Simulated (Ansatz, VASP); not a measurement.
**One calculation of Au, two programs**

```
CELL_PARAMETERS angstrom
2.90607 0.00000 0.00000
-1.45304 2.51673 0.00000
0.00000 0.00000 4.88958
ATOMIC_POSITIONS crystal
Au 0.33333 0.66667 0.25000
Au 0.66667 0.33333 0.75000
```

Alike in both runs: functional PBE; k mesh 15 × 15 × 8; occupations fermi-dirac, width 0.08 eV; no spin polarisation.

Ansatz relaxed the structure, and its values are those at the end. VASP's run is a single point on that final structure, the one shown.

|  | VASP | Ansatz |
| --- | --- | --- |
| version | VASP 6.6.1 | Ansatz 0.2.0 |
| potentials or method | VASP PAW PBE potentials, release 64 (Au), cutoff 520 eV | all-electron LAPW, scalar-relativistic |

VASP gave:

| Quantity | Value |
| --- | --- |
| pressure (GPa) | 0.6 |

Q: Which values does Ansatz return?

A: Pressure (GPa): 0.9.

Ansatz ran all-electron here, so the differences hold the error of VASP's frozen core and of both bases.

The runs have no spin-orbit coupling, so splittings on Au are missing.
